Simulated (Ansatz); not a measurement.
KBr built on the wurtzite prototype (no longer in that coordination) (r2SCAN geometry), in Ansatz:

```cif
data_structure
_symmetry_space_group_name_H-M 'P6_3/mmc'
_symmetry_Int_Tables_number 194
_cell_length_a 5.6186
_cell_length_b 5.6186
_cell_length_c 6.5538
_cell_angle_alpha 90.000
_cell_angle_beta 90.000
_cell_angle_gamma 120.000
_cell_volume 179.18
loop_
_atom_site_label
_atom_site_type_symbol
_atom_site_symmetry_multiplicity
_atom_site_Wyckoff_symbol
_atom_site_fract_x
_atom_site_fract_y
_atom_site_fract_z
_atom_site_occupancy
K1 K 2 d 0.33333 0.66667 0.75000 1
Br1 Br 2 c 0.33333 0.66667 0.25000 1
```

G0W0@PBE with 982 empty bands, a screening cutoff of 180 eV and a 6×6×2 mesh (PAW, contour deformation) gives 6.922 eV over the mesh points, from a PBE gap of 4.186 eV; it sums over 998 bands with 987 plane waves in the screening and a wave cutoff of 420 eV. The G0W0 figures hold for the stated bands, cutoff and mesh and aren't extrapolated. No spin polarisation. The prototype was imposed, so other structures may be more stable.

Q: Estimate the gap with starting point HSE06.

A: 7.452 eV (+0.531 eV), from a Kohn-Sham gap of 5.299 eV.

Q: Estimate the gap with frequency model Godby-Needs pole.

A: 6.906 eV (-0.016 eV), from a Kohn-Sham gap of 4.186 eV.

Q: Estimate the gap with starting point PBE0.

A: 7.670 eV (+0.748 eV), from a Kohn-Sham gap of 6.023 eV.

Q: Estimate the gap with empty bands 1906, screening cutoff 260 eV.

A: 6.978 eV (+0.056 eV), from a Kohn-Sham gap of 4.186 eV.

The runs are scalar-relativistic, without spin-orbit coupling.
